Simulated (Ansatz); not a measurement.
Level of theory: DFT PBE, scalar-relativistic, plane waves, PAW in Ansatz 0.2.0. Settings: cutoff 420 eV, Γ-centred meshes spaced at most about 0.3 Å⁻¹ (2π included), Gaussian smearing. No spin polarisation.

All energies are static (0 K, no zero-point motion).

Two forms of MgZn5O6 were relaxed alike.

A.

```
Mg Zn O
1.0
     3.05503    0.00000    0.00000
     0.00000    3.05503    0.00000
     0.00000    0.00000   12.94587
Mg Zn O
1 5 6
Direct
  0.50000 0.50000 0.00000
  0.00000 0.00000 0.83381
  0.00000 0.00000 0.16618
  0.50000 0.50000 0.33211
  0.00000 0.00000 0.50000
  0.50000 0.50000 0.66789
  0.00000 0.00000 0.00000
  0.50000 0.50000 0.16458
  0.00000 0.00000 0.33246
  0.50000 0.50000 0.50000
  0.00000 0.00000 0.66754
  0.50000 0.50000 0.83542
```

B.

```
Mg Zn O
1.0
     2.15952   -6.47923    0.00000
     2.15952    6.47923    0.00000
     0.00000    0.00000    4.31756
Mg Zn O
1 5 6
Direct
  0.00000 0.00000 0.00000
  0.66763 0.33237 0.00000
  0.33237 0.66763 0.00000
  0.16645 0.83355 0.50000
  0.50000 0.50000 0.50000
  0.83355 0.16645 0.50000
  0.00000 0.00000 0.50000
  0.33260 0.66740 0.50000
  0.66740 0.33260 0.50000
  0.50000 0.50000 0.00000
  0.83526 0.16474 0.00000
  0.16474 0.83526 0.00000
```

Question: Which arrangement of the elements on these sites is preferred, and by what margin?

Answer: They are level within the accuracy (2 meV/atom apart, with B the lower in these runs). The two share one framework of sites and differ in which element sits where. A has Mg and Zn ordered on rock salt sites, space group P4/mmm (No. 123), 10.1 Å³/atom and a gap of 1.00 eV on its mesh; B has Mg and Zn ordered on rock salt sites, space group Cmmm (No. 65), 10.1 Å³/atom and a gap of 0.99 eV. Counting O atoms around Mg and Zn (those within 1.25 times the shortest such distance or 1.15 times the sum of covalent radii, 1.27 where that leaves under three), A and B both have Mg 6, Zn 6. In A, Mg is surrounded by 6 O at 2.13–2.16 Å; around Zn on a site of symmetry 4mm lie 6 O at 2.15–2.16 Å; O on a site of symmetry 4/mmm is surrounded by 2 Zn at 2.15 Å and 4 Mg at 2.16 Å; 5 more sites not described. In B, Mg has 6 O at 2.13–2.16 Å; Zn on a site of symmetry m2m is surrounded by 6 O at 2.16–2.17 Å; O on a site of symmetry mmm is surrounded by 4 Zn at 2.16 Å and 2 Mg at 2.16 Å; 5 more sites not described. Both come from invented guesses. The lowest form computed isn't among them: it has Mg and Zn ordered on zinc blende sites, space group P-4m2 (No. 115), 12.3 Å³/atom and lies 106 meV/atom below the best shown.

Kohn–Sham gaps at this level usually fall short of measured ones. Cells relaxed within their symmetry can be saddle points.
